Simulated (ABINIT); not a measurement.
TiB2:

```xyz
3
Lattice="3.0292 0.0000 0.0000 -1.5146 2.6234 0.0000 0.0000 0.0000 3.2284" Properties=species:S:1:pos:R:3 pbc="T T T"
Ti    0.0000    0.0000    0.0000
B     1.5146    0.8745    1.6142
B     0.0000    1.7489    1.6142
```

```yaml
Program: ABINIT 10.8.3 (patched build)
Task: relaxation of cell and atoms
Functional: RPBE
Potentials_or_basis: JTH PAW PBE v2.0
Cutoff: 490 eV
k_mesh: 10 × 10 × 8
Occupations: fermi-dirac, width 0.05 eV
Spin: no spin polarisation
```

At the start: pressure 5.2 GPa; volume 8.55 Å³/atom.

Question: Where does the relaxation end?

Answer: Over 5 steps the energy falls by 2.9 meV/atom and the volume is 8.73 Å³/atom (+2.1 %); space group P6/mmm (No. 191, to 0.05 Å).

Step by step:
| step | energy change (eV) | largest force (eV/Å) | pressure (GPa) | volume (Å³) |
| --- | --- | --- | --- | --- |
| 1 | 0.0000 | 0.0000 | 5.21 | 25.66 |
| 2 | -0.0082 | 0.0000 | 1.08 | 26.07 |
| 3 | -0.0087 | 0.0000 | 0.04 | 26.18 |
| 4 | -0.0087 | 0.0000 | -0.02 | 26.19 |
| 5 | -0.0087 | 0.0000 | 0.00 | 26.19 |

Final structure:
```xyz
3
Lattice="3.0490 0.0000 0.0000 -1.5245 2.6405 0.0000 0.0000 0.0000 3.2528" Properties=species:S:1:pos:R:3 pbc="T T T"
Ti    0.0000    0.0000    0.0000
B     1.5245    0.8802    1.6264
B     0.0000    1.7603    1.6264
```

Caveat: the PAW data sets were made with another functional, which shifts forces and pressure a little; the atomic spheres overlap.
